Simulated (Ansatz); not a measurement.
A relaxation computed with Ansatz, from input to last step.

```yaml
crystal:
  lattice:
    - [2.9312046098, 0.0, 0.0]
    - [-1.4656023049, 2.5384976558, 0.0]
    - [0.0, 0.0, 3.0716930667]
  atoms:
    - { symbol: Ti, position: [0.0, 0.0, 0.0] }
    - { symbol: B, position: [0.3333333333, 0.6666666667, 0.5] }
    - { symbol: B, position: [0.6666666667, 0.3333333333, 0.5] }
basis:
  ecutwfc: 420
kpoints:
  mp_grid: { grid: [18, 18, 14] }
hamiltonian:
  xc: pbesol
scf:
  occupations: { method: gaussian, width: 0.1 }
output:
  forces: true
  stress: true
  eigenvalues: true
relax:
  adjacent_minimum: "off"
  f_tol: 0.01
  max_steps: 30
  cell: { stress_tol: 0.1, fix: [volume] }
```

```bash
ansatz run input.yaml --threads 1 --pin off --max-ram 2560MiB --backend cpu --events-out ev --progress --plain --runs-dir out
```

Level of theory: DFT PBEsol, scalar-relativistic, plane waves, PAW (Ansatz).

The volume is held at 0.91 times that of the relaxed cell.

Of 3 frames 3 are shown, positions in Å and forces in eV/Å; the SCF threshold varies from step to step. Steps run on the plane waves of an earlier cell, with a Pulay correction in the pressure. The basis is chosen afresh for the last frame, the zero of the energies, and at times for earlier ones too; energy and pressure step there, also at an unchanged geometry.

```xyz
3
Lattice="2.9312 0.0000 0.0000 -1.4656 2.5385 0.0000 0.0000 0.0000 3.0717" Properties=species:S:1:pos:R:3:forces:R:3 pbc="T T T" step=1 free_energy_over_end_meV_per_atom=0.12 pressure_GPa=29.92
Ti    0.0000    0.0000    0.0000    0.0000    0.0000    0.0000
B     0.0000    1.6923    1.5358    0.0000    0.0000    0.0000
B     1.4656    0.8462    1.5358    0.0000    0.0000    0.0000
3
Lattice="2.9348 0.0000 0.0000 -1.4674 2.5416 0.0000 0.0000 0.0000 3.0643" Properties=species:S:1:pos:R:3:forces:R:3 pbc="T T T" step=2 free_energy_over_end_meV_per_atom=0.01 pressure_GPa=29.78
Ti    0.0000    0.0000    0.0000    0.0000    0.0000    0.0000
B     0.0000    1.6944    1.5321    0.0000    0.0000    0.0000
B     1.4674    0.8472    1.5321    0.0000    0.0000    0.0000
3
Lattice="2.9348 0.0000 0.0000 -1.4674 2.5416 0.0000 0.0000 0.0000 3.0643" Properties=species:S:1:pos:R:3:forces:R:3 pbc="T T T" step=3 free_energy_over_end_meV_per_atom=0.00 pressure_GPa=29.78
Ti    0.0000    0.0000    0.0000    0.0000    0.0000    0.0000
B     0.0000    1.6944    1.5321    0.0000    0.0000    0.0000
B     1.4674    0.8472    1.5321    0.0000    0.0000    0.0000
```

It took 39 s on 1 thread of AMD EPYC (Zen 3), with other jobs on the host, peak memory 0.42 GiB.